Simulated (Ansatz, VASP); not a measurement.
**Two plane-wave programs on Pt**

```
Pt
1.0
     2.80655    0.00000    0.00000
    -1.40327    2.43054    0.00000
     0.00000    0.00000    9.37611
Pt
4
Direct
  0.00000 0.00000 0.00000
  0.00000 0.00000 0.50000
  0.33333 0.66667 0.25000
  0.66667 0.33333 0.75000
```

Alike in both runs: task single point; functional RPBE; k mesh 14 × 14 × 4; occupations fermi-dirac, width 0.1 eV; no spin polarisation.

```csv
,VASP,Ansatz
version,VASP 6.6.1,Ansatz 0.2.0
potentials or method,"VASP PAW PBE potentials, release 64 (Pt)","plane waves (420 eV) with PAW, scalar-relativistic"
plane-wave cutoff (eV),520,420
valence electrons in the cell,40,72
```

|  | VASP | Ansatz | Ansatz less VASP |
| --- | --- | --- | --- |
| pressure (GPa) | -0.6 | -0.1 | +0.48 |

With one functional, cell and mesh, what is left measures potentials, basis and numerics. The two sets of potentials don't hold the same shells in valence.

Caveats: the PAW data sets were made with another functional, which shifts forces and pressure a little (VASP). The runs have no spin-orbit coupling, so splittings on Pt are missing.
